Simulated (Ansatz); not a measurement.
**Sc under changes of volume**

One of the cells (25.253 Å³/atom); the others are scaled copies at fixed shape and fractional positions:

```
CELL_PARAMETERS angstrom
-1.91721 1.91721 1.71760
1.91721 -1.91721 1.71760
1.91721 1.91721 -1.71760
ATOMIC_POSITIONS crystal
Sc 0.00000 0.00000 0.00000
```

This isn't the form of Sc at room conditions, which is hcp.

```yaml
Program: Ansatz 0.2.0
Functional: PBE
Potentials_or_basis: Ansatz PAW
Cutoff: "420 eV (not typed: the program's choice for these potentials)"
k_mesh: 10 × 10 × 10
Occupations: fermi-dirac, width 0.05 eV
Spin: no spin polarisation
```

```tsv
volume (Å³/atom)	energy over the lowest point (meV/atom)	pressure (GPa)
23.738	8.05	2.6
24.243	2.21	1.3
24.748	0.00	0.2
25.253	1.15	-0.8
25.758	?	?
26.264	12.49	-2.6
26.769	22.20	-3.4
```

Task: What does the run at 25.758 Å³/atom give?

Result: Energy over the lowest point 5.40 meV/atom; pressure -1.7 GPa.

Worked out: A Birch-Murnaghan fit of order 3 (a polynomial in V^(-2/3)) to the other rows has its minimum at 24.82 Å³/atom with B0 = V·E''(V) = 52 GPa and B' = 3.0 at fixed shape and positions, which overstates the stiffness. It gives 5.39 meV/atom at 25.758 Å³/atom, against the run's 5.40, and -dE/dV = -1.8 GPa, against -1.7.

Energies are extrapolated to zero smearing.
